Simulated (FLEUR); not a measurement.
# Pb (Fm-3m) in FLEUR: notebook, part 2 of 2

FLEUR MaX-R8.1 (later development tree). Earlier steps stand in the parts before.

### Step 4. Equation of state, PBE, 29.11 Å³/atom (volume scaled by 0.96)

File inp.xml:

```xml
<?xml version="1.0" encoding="UTF-8" standalone="no"?>
<fleurInput fleurInputVersion="0.39">
   <comment>
      Pb                                                                                                  
   </comment>
   <calculationSetup>
      <cutoffs Kmax="4.0" Gmax="20.0" GmaxXC="20.0" numbands="0"/>
      <scfLoop itmax="60" minDistance="0.00001" maxIterBroyd="15" imix="Anderson" alpha="0.05" precondParam="0.0" spinf="2.0" sdNocoIR="T"/>
      <coreElectrons ctail="T" frcor="F" kcrel="0" coretail_lmax="0"/>
      <xcFunctional name="pbe" relativisticCorrections="F"/>
      <magnetism jspins="1"/>
      <soc l_soc="F" theta="0.0" phi="0.0" spav="F"/>
      <expertModes spex="0" secvar="F"/>
      <geometryOptimization l_f="F" forcealpha="1.0" forcemix="BFGS" epsdisp="0.00001" epsforce="0.00001"/>
      <ldaU l_linMix="F" mixParam="0.05" spinf="1.0"/>
   </calculationSetup>
   <cell>
      <bzIntegration valenceElectrons="20.0" mode="hist" fermiSmearingEnergy="0.00183747">
         <kPointListSelection listName="default-1"/>
         <!-- k-points included here -->
         <xi:include xmlns:xi="http://www.w3.org/2001/XInclude" href="kpts.xml"> </xi:include>
      </bzIntegration>
      <!-- symmetry operations included here -->
      <xi:include xmlns:xi="http://www.w3.org/2001/XInclude" href="sym.xml"> </xi:include>
      <bulkLattice scale="0.9864848297">
         <bravaisMatrix>
            <row-1>    0.0000000000000000     4.6771099529074922     4.6771099529074922</row-1>
            <row-2>    4.6771099529074922     0.0000000000000000     4.6771099529074922</row-2>
            <row-3>    4.6771099529074922     4.6771099529074922     0.0000000000000000</row-3>
         </bravaisMatrix>
      </bulkLattice>
   </cell>
   <atomSpecies>
      <species name="Lead (Pb)" element="Pb" atomicNumber="82">
         <mtSphere radius="2.66" gridPoints="879" logIncrement="0.015"/>
         <atomicCutoffs lmax="7" lnonsphr="5"/>
         <electronConfig flipSpins="F">
            <coreConfig>(1s1/2) (2s1/2) (2p1/2) (2p3/2) (3s1/2) (3p1/2) (3p3/2) (4s1/2) (3d3/2) (3d5/2) (4p1/2) (4p3/2) (4d3/2) (4d5/2) (4f5/2) (4f7/2) (5s1/2)</coreConfig>
            <valenceConfig>(5p1/2) (5p3/2) (6s1/2) (5d3/2) (5d5/2) (6p1/2) (6p3/2)</valenceConfig>
            <stateOccupation state="(6p1/2)" spinUp="0.333333" spinDown="0.333333"/>
            <stateOccupation state="(6p3/2)" spinUp="0.666667" spinDown="0.666667"/>
         </electronConfig>
         <energyParameters s="6" p="6" d="5" f="5"/>
         <lo type="SCLO" l="1" n="5" eDeriv="0"/>
         <lo type="SCLO" l="1" n="5" eDeriv="1"/>
         <lo type="SCLO" l="0" n="6" eDeriv="2"/>
         <lo type="SCLO" l="2" n="5" eDeriv="2"/>
         <lo type="SCLO" l="3" n="5" eDeriv="2"/>
      </species>
   </atomSpecies>
   <atomGroups>
      <atomGroup species="Lead (Pb)">
         <relPos label="                   1">.0000000000 .0000000000 .0000000000</relPos>
         <force calculate="T" relaxXYZ="TTT"/>
      </atomGroup>
   </atomGroups>
   <output dos="F" band="F" slice="F">
      <checks vchk="F" cdinf="F"/>
      <bandDOS minEnergy="-.5*Htr" maxEnergy="0.5*Htr" sigma="0.015" storeEVData="T"/>
      <vacuumDOS vacdos="F" integ="F" star="F" nstars="0" locx1="0.0" locy1="0.0" locx2="0.0" locy2="0.0" nstm="0" tworkf="0.0"/>
      <unfoldingBand unfoldBand="F" supercellX="1" supercellY="1" supercellZ="1"/>
      <plotting iplot="0" polar="F">
         <plot TwoD="T" vec1="  1.0  0.0  0.0" vec2="  0.0  1.0  0.0" vec3="  0.0  0.0  1.0" zero="  0.0  0.0  0.0" file="plot"/>
      </plotting>
      <chargeDensitySlicing numkpt="0" minEigenval="0.0" maxEigenval="0.0" nnne="0" pallst="F"/>
      <specialOutput eonly="F"/>
      <moessbauerParams electricFieldGradient="T" isomerShift="T" coreHyperfine="T" valenceHyperfine="T"/>
      <magneticCircularDichroism mcd="F" energyLo="-10.0" energyUp="0.0"/>
   </output>
  <!-- We include the file relax.xml here to enable relaxations (see documentation) -->
  <xi:include xmlns:xi="http://www.w3.org/2001/XInclude" href="relax.xml"> <xi:fallback/> </xi:include>
</fleurInput>
```

Launch:

```
$ inpgen -f crystal.txt -profile fast
$ # inp.xml edited to the form shown
$ fleur_MPI
```

Wall time 9.3 s (1 thread of Arm Neoverse V2, shared host); peak memory 0.08 GiB.

The run converged. Its results:

| Property | Result |
| --- | --- |
| Free energy | -569487.3883 eV |
| Band gap on the k mesh | none (metal or under the smearing width) |
| Valence electrons inside the program's atomic spheres | Pb 18.05 (radii Pb 2.66 bohr) |

### Step 5. Equation of state, PBE, 30.32 Å³/atom

Changes to inp.xml since step 4:

```diff
@@ -24,3 +24,3 @@
       <xi:include xmlns:xi="http://www.w3.org/2001/XInclude" href="sym.xml"> </xi:include>
-      <bulkLattice scale="0.9864848297">
+      <bulkLattice scale="1.0000000000">
          <bravaisMatrix>
```

Launch:

```
$ inpgen -f crystal.txt -profile fast
$ # inp.xml edited to the form shown
$ fleur_MPI
```

Run time: 9.9 s. Hardware: 1 thread of Arm Neoverse V2, shared host; peak memory 0.08 GiB.

Results (log left out):

* Free energy: -569487.4143 eV
* Band gap on the k mesh: none (metal or under the smearing width)
* Valence electrons inside the program's atomic spheres: Pb 18.02 (radii Pb 2.66 bohr)

### Step 6. Equation of state, PBE, 31.54 Å³/atom (volume scaled by 1.04)

Changes to inp.xml since step 5:

```diff
@@ -24,3 +24,3 @@
       <xi:include xmlns:xi="http://www.w3.org/2001/XInclude" href="sym.xml"> </xi:include>
-      <bulkLattice scale="1.0000000000">
+      <bulkLattice scale="1.0131594038">
          <bravaisMatrix>
```

Potentials or basis: all-electron, FLAPW.

Launch:

```
$ inpgen -f crystal.txt -profile fast
$ # inp.xml edited to the form shown
$ fleur_MPI
```

Run time: 11 s. Hardware: 1 thread of Arm Neoverse V2, shared host; peak memory 0.08 GiB.

Results (log left out):

```
Free energy                                           : -569487.4245 eV
Band gap on the k mesh                                : none (metal or under the smearing width)
Valence electrons inside the program's atomic spheres : Pb 18.00 (radii Pb 2.66 bohr)
```

### Step 7. Equation of state, PBE, 32.14 Å³/atom (volume scaled by 1.06)

Changes to inp.xml since step 6:

```diff
@@ -24,3 +24,3 @@
       <xi:include xmlns:xi="http://www.w3.org/2001/XInclude" href="sym.xml"> </xi:include>
-      <bulkLattice scale="1.0131594038">
+      <bulkLattice scale="1.0196128224">
          <bravaisMatrix>
```

Launch:

```
$ inpgen -f crystal.txt -profile fast
$ # inp.xml edited to the form shown
$ fleur_MPI
```

Wall time 11 s (1 thread of Arm Neoverse V2, shared host); peak memory 0.08 GiB.

It converged, with:

| Property | Result |
| --- | --- |
| Free energy | -569487.4247 eV |
| Band gap on the k mesh | none (metal or under the smearing width) |
| Valence electrons inside the program's atomic spheres | Pb 17.99 (radii Pb 2.66 bohr) |

### Step 8. Equation of state, PBE

This step only gathers the single runs of the series.

Results:

| Item | Value |
| --- | --- |
| Equilibrium volume | 31.87 Å³/atom |
| Bulk modulus | 41 GPa |
| Pressure derivative of the bulk modulus | 4.7 (rough: it moves with the points fitted) |

Energy against volume, from the lowest point:
```csv
volume (Å³/atom),energy (meV/atom)
28.503,56.48
29.110,36.34
30.323,10.38
31.535,0.14
32.142,0.00
```

Caveat: small basis for a fit.

### Step 9. Comparison with measurements

Step 8. The cell as given is a measured one (30.32 Å³/atom); PBE puts the equilibrium volume +5.1 % from it, thermal expansion not counted.
